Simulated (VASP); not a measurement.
A run of VASP 6.6.1:

File INCAR:

```
PREC     = Accurate       # precision mode
ENCUT    = 520            # plane-wave cutoff, eV
EDIFF    = 1E-6           # SCF threshold, eV
ISMEAR   = 0              # smearing method
SIGMA    = 0.02           # smearing width, eV
LREAL    = F              # projectors in reciprocal space
LASPH    = T              # aspherical terms in the spheres
NELM     = 80             # most SCF steps
ALGO     = Fast           # electronic algorithm
ISIF     = 2              # what is computed and relaxed
LWAVE    = F              # write WAVECAR
LCHARG   = T              # write CHGCAR
GGA      = PS             # functional
LVHAR    = T
```

The input KPOINTS:

```
Automatic mesh
0
Gamma
  10 10 10
```

POSCAR

```
CdSe                                    
1.0
    0.0000000000      3.0459000521      3.0459000521
    3.0459000521      0.0000000000      3.0459000521
    3.0459000521      3.0459000521     -0.0000000000
  Cd              Se            
     1     1
Direct
     0.0000000000000000    0.0000000000000000    0.0000000000000000
     0.2500000000000000    0.2500000000000000    0.2500000000000000
```

Potentials or basis: VASP PAW PBE potentials, release 64 (Cd, Se).

Launch:

```sh
$ cat potpaw_PBE.64/Cd/POTCAR potpaw_PBE.64/Se/POTCAR > POTCAR
$ mpirun -np 1 vasp_std > vasp.out
```

Hardware: 1 thread of Intel(R) Xeon(R) 6975P-C (Granite Rapids), on a shared host.

Problem. How long does it take, and how much memory?

Solution. It took 11 s on 1 thread of Intel(R) Xeon(R) 6975P-C (Granite Rapids), with other jobs on the host, peak memory 0.19 GiB. Counts: scf iterations 12, k points 47.
